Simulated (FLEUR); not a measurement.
## Ge and the effect of the strain (εzz = s)

```
CELL_PARAMETERS angstrom
1.48805 -2.59469 0.00000
1.48805 2.59469 0.00000
0.00000 0.00000 4.72760
ATOMIC_POSITIONS crystal
Ge 0.33345 0.66655 0.25000
Ge 0.66655 0.33345 0.75000
```

This isn't the form of Ge at room conditions, which is diamond.

Kept alike: task single point; functional PBEsol; k mesh 8 × 8 × 5; occupations fermi-dirac, width 0.05 eV; no spin polarisation. Program: FLEUR, all-electron, FLAPW. The mesh is that of the run's cell of 2 atoms. No spin-orbit coupling.

| s | free energy over the lowest row (meV/atom) |
| --- | --- |
| -0.04 | 22.01 |
| -0.02 | 13.84 |
| -0.01 | 10.95 |
| 0 | 8.78 |
| 0.01 | 7.14 |
| 0.02 | ? |
| 0.04 | 0.00 |

The cell shown is the unstrained one; x, y and z are its Cartesian axes; atoms keep their fractions. For a metal such a mesh leaves the last digits unconverged.

Problem. Fit the rows shown and predict the run at 0.02.

Solution. A least-squares cubic through the rows shown is free energy = -50349 s³ + 1327.5 s² - 194.71 s + 8.896 (largest miss 0.116); at s = 0.02 it gives 5.13 meV/atom. The run gave: free energy over the lowest row 4.13 meV/atom.
